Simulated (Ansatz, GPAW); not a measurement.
# One calculation of Pt, 3 ways

```
Pt
1.0
     0.00000    1.96090    1.96090
     1.96090    0.00000    1.96090
     1.96090    1.96090    0.00000
Pt
1
Direct
  0.00000 0.00000 0.00000
```

Alike in all runs: task single point; functional PBE; k mesh 12 × 12 × 12; occupations gaussian, width 0.022 eV; no spin polarisation; no spin-orbit coupling. Pressure is positive in compression and, in plane waves, holds the error of the finite cutoff, which Ansatz's Pulay term estimates and takes out.

| program and potentials | plane-wave cutoff (eV) | notes | band gap (eV) | pressure (GPa) |
| --- | --- | --- | --- | --- |
| Ansatz, Ansatz PAW | 420 | 18 valence electrons an atom on average | ? | ? |
| Ansatz, all-electron LAPW, scalar-relativistic | - | - | no gap | 10.17 |
| GPAW, GPAW PAW data sets (gpaw-data 1.2.1) | 600 | 16 valence electrons an atom on average | no gap | 9.72 |

Q: Estimate from the other rows what the run with Ansatz, Ansatz PAW gave.

A: No band gap; pressure 10.21 GPa. Its pressure holds a Pulay term of +0.08 GPa. The other rows, which needn't bracket it: pressure 9.72 to 10.17.
